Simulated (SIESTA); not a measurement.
## HfO2 under changes of volume

One of the cells (11.152 Å³/atom); the others are scaled copies at fixed shape and fractional positions:

```
CELL_PARAMETERS angstrom
0.00000 2.55750 2.55750
2.55750 0.00000 2.55750
2.55750 2.55750 0.00000
ATOMIC_POSITIONS crystal
Hf 0.00000 0.00000 0.00000
O 0.75000 0.75000 0.75000
O 0.25000 0.25000 0.25000
```

Measurements of this composition are mostly on another form, of space group No. 14.

```yaml
Program: SIESTA 5.4.2
Functional: LDA
Potentials_or_basis: PseudoDojo 0.4 standard (LDA files)
Basis: DZP (energy shift 0.002 Ry)
Grid_cutoff: 800 Ry
Energy_shift: 0.002 Ry
k_mesh: 9 × 9 × 9
Occupations: fermi-dirac, width 0.05 eV
Spin: no spin polarisation
```

```csv
volume (Å³/atom),energy over the lowest point (meV/atom),pressure (GPa),gap on the mesh (eV)
10.483,0.00,-2.2,3.64
10.706,7.23,-7.9,3.59
10.929,21.61,-12.7,3.55
11.152,42.53,-17.2,3.50
11.375,?,?,?
11.598,101.23,-24.6,3.41
11.821,137.73,-27.8,3.36
```

What does the run at 11.375 Å³/atom give?

Energy over the lowest point 69.32 meV/atom; pressure -21.2 GPa; gap on the mesh 3.46 eV.

Worked out: A Birch-Murnaghan fit of order 3 (a polynomial in V^(-2/3)) to the other rows has its minimum at 10.40 Å³/atom, just outside them, with B0 = V·E''(V) = 284 GPa and B' = 4.3. It gives 69.28 meV/atom at 11.375 Å³/atom, against the run's 69.32, and -dE/dV = -21.1 GPa, against -21.2. A straight line through the other rows of the gap, of slope -2.31 eV per unit of ln V, gives 3.45 eV, against the run's 3.46.

Energies are extrapolated to zero smearing.

Caveats: semicore shells carry a single zeta, which can move pressures by several GPa and volumes by a few percent; spin-orbit coupling is left out, which moves the levels of the heavy elements; an odd mesh through Γ misses points on the zone boundary, where band edges often lie; the basis of atomic orbitals isn't converged, which shifts pressures, moduli and gaps.
